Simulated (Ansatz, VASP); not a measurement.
# SnSe in VASP and in Ansatz

```xyz
4
Lattice="4.3417 0.0000 0.0000 0.0000 4.3417 0.0000 0.0000 0.0000 11.1353" Properties=species:S:1:pos:R:3 pbc="T T T"
Sn    0.0000    2.1709    6.9904
Sn    2.1709    0.0000    4.1449
Se    0.0000    2.1709    4.2755
Se    2.1709    0.0000    6.8598
```

Change from the starting cell: volume scaled by 1.04.

Alike in both runs: task single point; functional PBE; k mesh 6 × 6 × 3; occupations fermi-dirac, width 0.05 eV; no spin polarisation.

|  | VASP | Ansatz |
| --- | --- | --- |
| version | VASP 6.6.1 | Ansatz 0.2.0 |
| potentials or method | VASP PAW PBE potentials, release 64 (Sn_d, Se) | Ansatz PAW |
| plane-wave cutoff (eV) | 520 | 420 |
| valence electrons in the cell | 40 | 60 |

```tsv
	VASP	Ansatz	Ansatz less VASP
gap on the k mesh at the Fermi level (eV)	1.56	1.56	+0.005
least direct gap on the mesh (eV)	1.56	1.56	+0.005
rms of the force components (eV/Å)	0.049	0.052	+0.0023
```

Atom by atom the forces differ by 0.007 eV/Å (rms over components). With one functional, cell and mesh, what is left measures potentials, basis and numerics. The two sets of potentials don't hold the same shells in valence.

Caveats: spin-orbit coupling is left out, which moves the levels of the heavy elements; odd divisions of the mesh miss points on the zone boundary, where band edges often lie, so the gap on the mesh can be too wide (Ansatz).
